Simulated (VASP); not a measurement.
# Ba (Fm-3m) in VASP: single point with r2SCAN

Aim: the single point of Ba with r2SCAN.

Everything below comes from runs of VASP 6.6.1. Logs are shortened: lines on timing, memory, paths and dates and some standing lists are left out, and cuts for length are marked.

## 1. Starting point

Symmetry: Fm-3m, No. 225, cubic system. Conventional cell: a = 6.465 Å, b = 6.465 Å, c = 6.465 Å, α = 90.00°, β = 90.00°, γ = 90.00°.

This isn't the form of Ba at room conditions, which is bcc.

## 2. Single point, r2SCAN

POSCAR reads:

```
Ba
1.0
    0.0000000000      3.2326650028      3.2326650028
    3.2326650028      0.0000000000      3.2326650028
    3.2326650028      3.2326650028      0.0000000000
Ba
1
Direct
    0.0000000000      0.0000000000      0.0000000000
```

INCAR.step1 reads:

```
SYSTEM = Ba
  PREC = Accurate
  ENCUT = 520
  ISMEAR = 0
  SIGMA = 0.1
  LREAL = .False.
  LASPH = .True.
  NELM = 60
  NBANDS = 11
  GGA = PE
  ALGO = Normal
  EDIFF = 1E-4
  LWAVE = .True.
  LCHARG = .False.
```

INCAR.step2 reads:

```
SYSTEM = Ba
  PREC = Accurate
  ENCUT = 520
  EDIFF = 1E-6
  ISMEAR = 0
  SIGMA = 0.1
  LREAL = .False.
  LASPH = .True.
  NELM = 60
  ALGO = Normal
  ISIF = 2
  LWAVE = .False.
  LCHARG = .True.
  METAGGA = R2SCAN
  LMIXTAU = .True.
  LELF = .True.
  LVHAR = .True.
  NBANDS = 11
  ISTART = 1
```

KPOINTS reads:

```
regular mesh
0
Gamma
  6 6 6
  0 0 0
```

Potentials or basis: VASP PAW PBE potentials, release 64 (Ba_sv).

On the command line:

```sh
$ cat potpaw_PBE.64/Ba_sv/POTCAR > POTCAR
$ cp INCAR.step1 INCAR
$ mpirun -np 1 vasp_std > vasp.out
$ cp INCAR.step2 INCAR
$ mpirun -np 1 vasp_std > vasp.out
```

OUTCAR:

```text
SYSTEM = Ba
   PREC = Accurate
   ENCUT = 520
   EDIFF = 1E-6
   ISMEAR = 0
   LREAL = .False.
   LASPH = .True.
   NELM = 60
   ISIF = 2
   METAGGA = R2SCAN
   ISTART = 1

 ion  position               nearest neighbor table
   1  0.000  0.000  0.000-

  LATTYP: Found a face centered cubic cell.
 ALAT       =     6.4653300056

  Lattice vectors:

 A1 = (   0.0000000000,   3.2326650028,   3.2326650028)
 A2 = (   3.2326650028,   0.0000000000,   3.2326650028)
 A3 = (   3.2326650028,   3.2326650028,   0.0000000000)

Analysis of symmetry for initial positions (statically):
=====================================================================
 Subroutine PRICEL returns:
 Original cell was already a primitive cell.

 Routine SETGRP: Setting up the symmetry group for a
 face centered cubic supercell.

 Subroutine GETGRP returns: Found 48 space group operations
 (whereof 48 operations were pure point group operations)
 out of a pool of 48 trial point group operations.

The static configuration has the point symmetry O_h .

Analysis of symmetry for dynamics (positions and initial velocities):
=====================================================================
 Subroutine PRICEL returns:
 Original cell was already a primitive cell.

 Routine SETGRP: Setting up the symmetry group for a
 face centered cubic supercell.

 Subroutine GETGRP returns: Found 48 space group operations
 (whereof 48 operations were pure point group operations)
 out of a pool of 48 trial point group operations.

The dynamic configuration has the point symmetry O_h .

 Subroutine INISYM returns: Found 48 space group operations
 (whereof 48 operations are pure point group operations),
 and found     1 'primitive' translations

----------------------------------------------------------------------------------------

                                     Primitive cell

  volume of cell :      67.5635

  direct lattice vectors                    reciprocal lattice vectors
     0.000000000  3.232665003  3.232665003    -0.154671146  0.154671146  0.154671146
     3.232665003  0.000000000  3.232665003     0.154671146 -0.154671146  0.154671146
     3.232665003  3.232665003  0.000000000     0.154671146  0.154671146 -0.154671146

  length of vectors
     4.571678690  4.571678690  4.571678690     0.267898283  0.267898283  0.267898283

  position of ions in fractional coordinates (direct lattice)
     0.000000000  0.000000000  0.000000000

  ion indices of the primitive-cell ions
   primitive index   ion index
                 1           1

----------------------------------------------------------------------------------------

 KPOINTS: regular mesh

Automatic generation of k-mesh.
 Grid dimensions read from file:
 generate k-points for:    6    6    6

 Generating k-lattice:

  Cartesian coordinates                     Fractional coordinates (reciprocal lattice)
    -0.025778524  0.025778524  0.025778524     0.166666667  0.000000000  0.000000000
     0.025778524 -0.025778524  0.025778524     0.000000000  0.166666667  0.000000000
     0.025778524  0.025778524 -0.025778524     0.000000000  0.000000000  0.166666667

  Length of vectors
     0.044649714  0.044649714  0.044649714

  Shift w.r.t. Gamma in fractional coordinates (k-lattice)
     0.000000000  0.000000000  0.000000000

 Subroutine IBZKPT returns following result:
 ===========================================

 Found     16 irreducible k-points:

 Following reciprocal coordinates:
            Coordinates               Weight
  0.000000  0.000000  0.000000      1.000000
  0.166667  0.000000  0.000000      8.000000
  0.333333  0.000000  0.000000      8.000000
  0.500000  0.000000  0.000000      4.000000
  0.166667  0.166667  0.000000      6.000000
  0.333333  0.166667  0.000000     24.000000
[... 8 lines left out ...]
 -0.333333  0.333333  0.166667     24.000000
 -0.333333  0.500000  0.166667     12.000000
   k-points           NKPTS =     16   k-points in BZ     NKDIM =     16   number of bands    NBANDS=     11
   number of dos      NEDOS =    301   number of ions     NIONS =      1
   total plane-waves  NPLWV =  46656
   dimension x,y,z NGX =    36 NGY =   36 NGZ =   36
   dimension x,y,z NGXF=    72 NGYF=   72 NGZF=   72
   ions per type =               1
   NGX,Y,Z   is equivalent  to a cutoff of  13.09, 13.09, 13.09 a.u.
   NGXF,Y,Z  is equivalent  to a cutoff of  26.18, 26.18, 26.18 a.u.
 SYSTEM =  Ba
   PREC   = accura    normal or accurate (medium, high low for compatibility)
   ISTART =      1    job   : 0-new  1-cont  2-samecut
   ICHARG =      0    charge: 1-file 2-atom 10-const
   ISPIN  =      1    spin polarized calculation?
   LNONCOLLINEAR =      F non collinear calculations
   LSORBIT =      F    spin-orbit coupling
   LASPH  =      T    aspherical Exc in radial PAW
   ENCUT  =  520.0 eV  38.22 Ry    6.18 a.u.   8.50  8.50  8.50*2*pi/ulx,y,z
   NELM   =     60;   NELMIN=  2; NELMDL=  0     # of ELM steps
   EDIFF  = 0.1E-05   stopping-criterion for ELM
   LREAL  =      F    real-space projection
   EDIFFG = 0.1E-04   stopping-criterion for IOM
   NSW    =      0    number of steps for IOM
   IBRION =     -1    ionic relax: 0-MD 1-quasi-New 2-CG
   NFREE  =      0    steps in history (QN), initial steepest desc. (CG)
   ISIF   =      2    stress and relaxation
   ISYM   =      2    0-nonsym 1-usesym 2-fastsym
   POTIM  = 0.5000    time-step for ionic-motion
   TEBEG  =    0.0;   TEEND  =   0.0 temperature during run
   PSTRESS=    0.0 pullay stress
   NELECT =      10.0000    total number of electrons
   NUPDOWN=      -1.0000    fix difference up-down
   EMIN   =  10.00;   EMAX   =-10.00  energy-range for DOS
   EFERMI =   0.00;   METHOD = LEGACY
   ISMEAR =     0;   SIGMA  =   0.10  broadening in eV -4-tet -1-fermi 0-gaus
   EFERMI_NEDOS =   21; number of points for ismear=-14 and -15
   IALGO  =     38    algorithm
   IMIX   =      4    mixing-type and parameters
     AMIX     =   0.40;   BMIX     =  1.00
     AMIX_MAG =   1.60;   BMIX_MAG =  1.00
  volume/ion in A,a.u.               =      67.56       455.94
  Fermi-wavevector in a.u.,A,eV,Ry     =   0.865973  1.636451 10.203124  0.749908
  Thomas-Fermi vector in A             =   1.984294
   LORBIT       =      0    0 simple, 1 ext, 2 COOP (PROOUT), +10 PAW based schemes
   METAGGA = R2SCAN    functional components
   LHFCALC =     F    Hartree Fock is set to
   AEXX    =    0.0000 exact exchange contribution
   IVDW    =     0    specifies the selected vdW correction
   LEPSILON=     F    determine dielectric tensor
   LRPA    =     F    only Hartree local field effects (RPA)
 non-spin polarized calculation
 Gauss-broadening in eV      SIGMA  =   0.10
  energy-cutoff  :      520.00
  volume of cell :       67.56
 maximum number of plane-waves:      1853
 NGX is ok and might be reduce to    36
   NGX = 17   NGY = 17   NGZ = 17

 number of electron      10.0000000 magnetization

 Free energy of the ion-electron system (eV)
  ---------------------------------------------------
  ext. energy  EPLUGINS =         0.00000000
  ---------------------------------------------------
  free energy    TOTEN  =       -26.38369976 eV

  energy without entropy =      -26.36357913  energy(sigma->0) =      -26.37363945

 E-fermi :   1.6498     XC(G=0):  -7.5921

 val. band max:        1.6405133336   @ k =  -0.3333   0.3333   0.1667
 cond. band min:       1.6587820599   @ k =  -0.3333   0.3333   0.0000
 fundamental gap:      0.0182687263
 Fermi energy:         1.6498400952

 k-point     1 :       0.0000    0.0000    0.0000
  band No.  band energies     occupation
      1     -28.5299      2.00000
      2     -13.0983      2.00000
      3     -13.0983      2.00000
      4     -13.0983      2.00000
      5      -1.3484      2.00000
      6       3.5052      0.00000
      7       3.5052      0.00000
      8       3.5052      0.00000
      9       5.0025      0.00000
     10       5.0025      0.00000
     11       7.6171      0.00000

 k-point     2 :       0.1667    0.0000    0.0000
  band No.  band energies     occupation
      1     -28.5219      2.00000
      2     -13.1979      2.00000
      3     -13.1106      2.00000
      4     -13.1106      2.00000
      5      -0.8908      2.00000
      6       2.9717      0.00000
      7       3.6679      0.00000
      8       3.6679      0.00000
      9       4.8020      0.00000
     10       4.8020      0.00000
     11       8.3013      0.00000

 k-point     3 :       0.3333    0.0000    0.0000
  band No.  band energies     occupation
      1     -28.5059      2.00000
      2     -13.3883      2.00000
      3     -13.1350      2.00000
      4     -13.1350      2.00000
      5       0.1292      2.00000
      6       2.3760      0.00000
      7       3.4978      0.00000
      8       3.4978      0.00000
      9       5.3689      0.00000
     10       5.3689      0.00000
     11       7.3939      0.00000

 k-point     4 :       0.5000    0.0000    0.0000
  band No.  band energies     occupation
      1     -28.4979      2.00000
      2     -13.4794      2.00000
      3     -13.1471      2.00000
      4     -13.1471      2.00000
      5       0.6455      2.00000
      6       2.3468      0.00000
      7       3.3091      0.00000
      8       3.3091      0.00000
      9       6.1126      0.00000
     10       6.1126      0.00000
     11       7.6025      0.00000
[... 127 lines left out ...]
 k-point    14 :       0.5000    0.3333    0.1667
  band No.  band energies     occupation
      1     -28.4953      2.00000
      2     -13.3823      2.00000
      3     -13.2509      2.00000
      4     -13.1805      2.00000
      5       0.9453      2.00000
      6       2.0715      0.00000
      7       2.4641      0.00000
      8       4.3381      0.00000
      9       5.0754      0.00000
     10       6.5604      0.00000
     11       7.9691      0.00000

 k-point    15 :      -0.3333    0.3333    0.1667
  band No.  band energies     occupation
      1     -28.4899      2.00000
      2     -13.3926      2.00000
      3     -13.2968      2.00000
      4     -13.2018      2.00000
      5       1.6405      1.10494
      6       1.7211      0.31358
      7       2.4612      0.00000
      8       4.0738      0.00000
      9       5.6847      0.00000
     10       6.9371      0.00000
     11       7.0142      0.00000

 k-point    16 :      -0.3333    0.5000    0.1667
  band No.  band energies     occupation
      1     -28.4873      2.00000
      2     -13.3997      2.00000
      3     -13.2895      2.00000
      4     -13.2372      2.00000
      5       1.2197      2.00000
      6       1.8537      0.00394
      7       2.7430      0.00000
      8       4.3658      0.00000
      9       6.4569      0.00000
     10       7.0329      0.00000
     11       7.3925      0.00000

------------------------ aborting loop because EDIFF is reached ----------------------------------------

  FORCE on cell =-STRESS in cart. coord.  units (eV):
  Direction    XX          YY          ZZ          XY          YZ          ZX
  --------------------------------------------------------------------------------------
  -------------------------------------------------------------------------------------
  Total       -0.0241769     -0.0241769     -0.0241769      0.0000000      0.0000000     -0.0000000
  in kB       -0.5733228     -0.5733228     -0.5733228      0.0000000      0.0000000     -0.0000000
  external PRESSURE =      -0.5733228 kB  Pullay stress =       0.0000000 kB

 VOLUME and BASIS-vectors are now :
 -----------------------------------------------------------------------------
  energy-cutoff  :      520.00
  volume of cell :       67.56
      direct lattice vectors                 reciprocal lattice vectors
     0.000000000  3.232665003  3.232665003    -0.154671146  0.154671146  0.154671146
     3.232665003  0.000000000  3.232665003     0.154671146 -0.154671146  0.154671146
     3.232665003  3.232665003  0.000000000     0.154671146  0.154671146 -0.154671146

 POSITION                                       TOTAL-FORCE (eV/Angst)
 -----------------------------------------------------------------------------------
      0.00000      0.00000      0.00000         0.000000      0.000000      0.000000
 -----------------------------------------------------------------------------------
    total drift:                                0.000000      0.000000      0.000000

  FREE ENERGIE OF THE ION-ELECTRON SYSTEM (eV)
  ---------------------------------------------------
  free  energy   TOTEN  =       -26.3836997597 eV

  energy  without entropy=      -26.3635791303  energy(sigma->0) =      -26.37363945
```

Run time: 88 s. Hardware: 1 thread of Intel Xeon Platinum 8375C at 2.90GHz (Ice Lake), shared host; peak memory 0.21 GiB.

What came out:

```yaml
Free_energy: -26.3837 eV
Pressure: -0.1 GPa
Band_gap_on_the_k_mesh: none (metal or under the smearing width)
```

Caveat: the PAW data sets were made with another functional, which shifts forces and pressure a little.
